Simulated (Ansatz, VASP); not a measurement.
## Cross-check of Ti3Pt between VASP and Ansatz

Wanted: the spread between two codes on one cell, functional and k mesh.

Main program and level: Ansatz 0.2.0; plane waves, with VASP 6.6.1 beside it; relaxation of cell and atoms at r2SCAN.

### Step 1. Set-up

The structure is cubic, space group Pm-3n (No. 223). The conventional cell has a = 5.030 Å, b = 5.030 Å, c = 5.030 Å, α = 90.00°, β = 90.00°, γ = 90.00°. Ti has 2 Ti at 2.51 to 2.52 Å and 4 Pt at 2.81 Å nearest. Pt has 12 Ti at 2.81 Å nearest. Farther neighbours are not listed.

### Step 2. Ansatz: relaxation of cell and atoms, r2SCAN

Ansatz runs on its default PAW (the set named soft_2) files.

The relaxed volume is the usual yardstick between codes: its relative difference is about their pressure difference at one cell divided by the bulk modulus.

The input, input.yaml:

```yaml
crystal:
  lattice:
    - [5.03, 0.0, 0.0]
    - [0.0, 5.03, 0.0]
    - [0.0, 0.0, 5.03]
  atoms:
    - { symbol: Ti, position: [0.25, 0.0, 0.5] }
    - { symbol: Ti, position: [0.5, 0.75, 0.0] }
    - { symbol: Ti, position: [0.75, 0.0, 0.5] }
    - { symbol: Ti, position: [0.5, 0.25, 0.0] }
    - { symbol: Ti, position: [0.0, 0.5, 0.75] }
    - { symbol: Ti, position: [0.0, 0.5, 0.25] }
    - { symbol: Pt, position: [0.0, 0.0, 0.0] }
    - { symbol: Pt, position: [0.5, 0.5, 0.5] }
hamiltonian:
  xc: r2scan
  pseudopotentials: { kind: paw }
kpoints:
  mp_grid: { grid: [4, 4, 4] }
scf:
  occupations: { method: fermi_dirac, width: 0.05 }
relax:
  f_tol: 0.01
  max_steps: 60
  cell: { stress_tol: 0.05 }
output:
  forces: true
  stress: true
```

On the command line:

```
$ ansatz run input.yaml --threads 4 --pin off --max-ram 9216MiB --backend cpu --events-out ev --progress --plain --runs-dir out
```

Numbers of over 12 decimals in the logs are rounded to 6 here.

Log:

```text
Engine: ansatz 0.2.0, aarch64-unknown-linux-gnu
Pseudopotentials: kind: paw
Pseudopotential: Ti, paw, valence charge 12, recommended cutoff 500 eV (meta_gga), Ti.paw.azcp
Pseudopotential: Pt, paw, valence charge 18, recommended cutoff 500 eV (meta_gga), Pt.paw.azcp
Functional definition: r2SCAN
  parameter k0 = 0.174
  parameter k1 = 0.065
  parameter a1 = 4.9479
  exchange = r2scan_x(k0 = k0, k1 = k1, a1 = a1)
  correlation = r2scan_c
Crystal: 8 atoms, lattice volume = 127.264 Å³
Basis set: ecut = 500 eV, 3239 PW (Γ), exchange–correlation on 160×160×160 points (64 copies of the dense FFT grid, shifted against one another)
Bands: 65, of which v1, the nominal top of the filled ones, is band 54 counted from 1 (53 counted from 0)
Symmetry: 48 space group operations
Space group: Pm-3n (ITA 223), of the structure as read, at distance tolerance 5.0e-5 Å
k-points: 10 of 64
Non-local potential: Ti, projectors of the file, l = 0: 3, l = 1: 2, l = 2: 3, l = 3: 1
Non-local potential: Pt, projectors of the file, l = 0: 3, l = 1: 2, l = 2: 2, l = 3: 1
PAW form: soft (Blöchl's): semilocal exchange-correlation on the pseudo side does not see the compensation charge
PAW frozen core: Ti, regenerated for the run's functional (the file was generated under x = pbe(κ = 0.804, μ = 0.219515), c = pbe(β = 0.066725))
PAW frozen core: Pt, regenerated for the run's functional (the file was generated under x = pbe(κ = 0.804, μ = 0.219515), c = pbe(β = 0.066725))
PAW one-centre angular grid: Ti, 590 points (default); XC on 160 Gauss nodes
PAW one-centre angular grid: Pt, 590 points (default); XC on 160 Gauss nodes
Initial density: superposition of atomic densities (neutral atoms: chi_scale 0, normalization atom), corrected by the library's trained network
Initial wavefunctions: pseudopotential atomic-orbital guess
Functional: x = r2scan, c = r2scan; τ floored in thin density (d = 2e-4 eV/Å³)
SCF iter   1: F=—  HF=-40105.342722 eV  |F-HF|=—  |Δ(HF+E_count)|=         —  Δρ=2.12e-2  dr2=9.62e-1  dr2_τ=1.47e-1  ethr=1.77e-3  ⟨swp⟩=5.5  Hψ=2106  notcnv=0  defer=2
preconditioner: auto → Kerker (q_TF=auto, 2.655 Å⁻¹)  [metal: Δε(μ)=0.044 eV  Ē_g=4.542 eV  σ=0.050 eV  W_gap=0.21  n_scr=32 (ndim 8)  ℏωp=21.8 eV  f_vac=0.000  D(μ)=10.79/eV (n_scr^D=122)]
SCF iter   2: F=—  HF=-40105.412671 eV  |F-HF|=—  |Δ(HF+E_count)|=   6.99e-2  Δρ=5.97e-3  dr2=3.87e-2  dr2_τ=3.96e-2  ethr=8.91e-4  ⟨swp⟩=3.3  Hψ=1142  notcnv=0  defer=13
SCF iter   3: F=—  HF=-40105.418897 eV  |F-HF|=—  |Δ(HF+E_count)|=   6.23e-3  Δρ=3.22e-3  dr2=1.47e-2  dr2_τ=7.08e-4  ethr=3.58e-5  ⟨swp⟩=2.0  Hψ=923  notcnv=0  defer=13
SCF iter   4: F=—  HF=-40105.420549 eV  |F-HF|=—  |Δ(HF+E_count)|=   1.65e-3  Δρ=1.33e-3  dr2=2.31e-3  dr2_τ=2.31e-4  ethr=1.36e-5  ⟨swp⟩=2.0  Hψ=858  notcnv=0  defer=13
SCF iter   5: F=—  HF=-40105.420584 eV  |F-HF|=—  |Δ(HF+E_count)|=   3.44e-5  Δρ=2.02e-4  dr2=6.94e-5  dr2_τ=3.66e-6  ethr=2.14e-6  ⟨swp⟩=2.1  Hψ=995  notcnv=0  defer=13
SCF iter   6: F=—  HF=-40105.420607 eV  |F-HF|=—  |Δ(HF+E_count)|=   2.32e-5  Δρ=5.21e-5  dr2=5.00e-6  dr2_τ=1.33e-7  ethr=6.43e-8  ⟨swp⟩=2.5  Hψ=944  notcnv=0  defer=13
SCF iter   7: F=—  HF=-40105.420607 eV  |F-HF|=—  |Δ(HF+E_count)|=   2.26e-7  Δρ=1.29e-5  dr2=2.99e-7  dr2_τ=9.52e-9  ethr=4.63e-9  ⟨swp⟩=2.2  Hψ=957  notcnv=0  defer=13
SCF iter   8: F=-40105.420607 eV  HF=-40105.420607 eV  |F-HF|=9.62e-9  |Δ(HF+E_count)|=   4.69e-8  Δρ=3.40e-6  dr2=1.97e-8  dr2_τ=7.82e-10  ethr=9.26e-11  ⟨swp⟩=4.0  Hψ=1927  notcnv=0
SCF 1 converged in 8 iterations: F = -40105.420607 eV  dr2 = 1.97e-8
  greatest PAW one-centre occupation: 1.001 electrons in one spin orbital (limit 2), on the Ti atom at site 5 (counted from 0), in its partial waves of l = 1
relax step   1: F+E_penalty+E_count = -40105.42060675 eV  Δ(F+E_penalty+E_count) = +0.000e0 eV  max|allowed force component| = 5.320e-17 eV/Å  Δτ_max = 0.0000 Å  P = -0.903 GPa  Ω = 127.264 Å³  (8 SCF iters, dr2 threshold 1.00e-7 eV, accepted)
[...]
relax step   2: F+E_penalty+E_count = -40105.42091269 eV  Δ(F+E_penalty+E_count) = -3.059e-4 eV  max|allowed force component| = 9.028e-17 eV/Å  Δτ_max = 0.0000 Å  P = +1.049 GPa  Ω = 125.806 Å³  energy of the carried Pulay correction = +8.810e-4 eV  (6 SCF iters, dr2 threshold 8.00e-7 eV, rejected (line search))
[...]
relax step   3: F+E_penalty+E_count = -40105.42295444 eV  Δ(F+E_penalty+E_count) = -2.348e-3 eV  max|allowed force component| = 4.192e-17 eV/Å  Δτ_max = 0.0000 Å  P = -0.009 GPa  Ω = 126.585 Å³  energy of the carried Pulay correction = +4.089e-4 eV  (8 SCF iters, accepted)
[...]
relax step   4: F+E_penalty+E_count = -40105.42259751 eV  Δ(F+E_penalty+E_count) = +3.569e-4 eV  max|allowed force component| = 6.953e-17 eV/Å  Δτ_max = 0.0000 Å  P = -0.011 GPa  Ω = 126.585 Å³  stress off target by 1.08e-2 GPa  SCF on the basis re-selected at this cell (its energy is not comparable with the rows above)  (4 SCF iters)
basis re-selected at this cell: Δ(F+E_penalty+E_count) = +3.569e-4 eV, ΔP = -0.002 GPa vs the last step (what re-selecting the basis moved, of the pressure what is left beyond the Pulay correction that the steps carried, after the strain that the cell walked since its last selection, with what the two solves' SCF thresholds leave and, on support functions, any second-order correction that the steps lacked; it is no m [...]
SCF converged after 4 iterations
Free energy (F): -40105.422598 eV
Harris-Foulkes:  -40105.422598 eV  (|F-HF|=1.46e-11)
Internal energy: -40105.342232 eV  (E = F + TS)
E sigma→0 (E₀):  -40105.382415 eV
Entropy (-TS):   -0.080365 eV (-10.046 meV/atom)
Fermi energy:    16.470365 eV
--- Per-component energies (eV) ---
  E_band       = -1336.872709
  E_kinetic    = 2917.693386
  E_local      = -8008.547147  (includes V_loc(G=0)·N_el)
  E_nonlocal   = 439.657190
  E_hartree    = 3187.407163
  E_xc         = -1064.463634
  E_vxc        = -1483.537395  (∫ρ·V_xc dr)
  E_paw        = -25299.011752  (= ΣΔE_a)
  E_vpaw       = -1676.610234  (= ΣTr[D̂ρ^β])
  E_aug_tail   = 0.000895  (compensation charges beyond the density's cutoff)
  E_vtau       = 99.657000  (kinetic-family band-sum trace: ∫τ·v_τ [+ j·A + Jᵃ·Aᵃ] dr)
  E_ewald      = -12276.094601
  E_core_change = -1.983732  (= ΣΔE_core)
  E_smearing   = -0.080365  (= −TS)
  E_closure    = -0.000000  (closes the sum)
  Σ components = -40105.422598   (vs F -40105.422598, Δ=0.00e0)
--- Forces (eV/Å), atoms counted from 1 ---
  atom   1  Ti    -0.00000000    -0.00000000     0.00000000
  atom   2  Ti     0.00000000    -0.00000000     0.00000000
  atom   3  Ti     0.00000000     0.00000000    -0.00000000
  atom   4  Ti    -0.00000000     0.00000000    -0.00000000
  atom   5  Ti    -0.00000000    -0.00000000     0.00000000
  atom   6  Ti     0.00000000     0.00000000    -0.00000000
  atom   7  Pt    -0.00000000     0.00000000    -0.00000000
  atom   8  Pt     0.00000000    -0.00000000    -0.00000000
  max |Σ_I F_I| component: 8.10e-18 eV/Å
--- Stress (GPa, compression-positive) ---
       -0.010827      -0.000000      -0.000000
       -0.000000      -0.010827      -0.000000
       -0.000000      -0.000000      -0.010827
  P = ⅓ Tr σ = -0.0108 GPa (-0.108 kbar)
--- Relaxed structure (3 steps of the walk, 2 accepted, 1 SCFs on fresh bases) ---
  F+E_penalty+E_count = -40105.42259751 eV   max|allowed force component| = 6.953e-17 eV/Å   (the final SCF, on the basis selected at the relaxed cell)
  cell:  # Å, volume = 126.5852 Å³
    - [5.021047, 0.0, 0]
    - [0, 5.021047, 0]
    - [0, 0, 5.021047]
  atoms:
    - { symbol: Ti, position: [0.25, 0, 0.5] }
    - { symbol: Ti, position: [0.5, 0.750000, 0] }
    - { symbol: Ti, position: [0.750000, 0, 0.5] }
    - { symbol: Ti, position: [0.5, 0.25, 0] }
    - { symbol: Ti, position: [0, 0.5, 0.750000] }
    - { symbol: Ti, position: [0, 0.5, 0.25] }
    - { symbol: Pt, position: [0, 0, 0] }
    - { symbol: Pt, position: [0.5, 0.5, 0.5] }
```

It took 13 s on 4 threads of Arm Neoverse V1, shared host; peak memory 0.81 GiB.

(Part 1 of 2 ends here.)

[Lines on the potential files, build, host, timing and source positions are cut from VASP's logs without a mark.]

[Logs are printed without paths, hosts, clocks, repeated set-up lines and the standing remarks that a program may print on its own settings, such as how far it seeks lower states.]

[Hosts, paths, dates, database ids (printed as entryN), source tags and the programs' standing remarks are cut or masked in the printed files.]
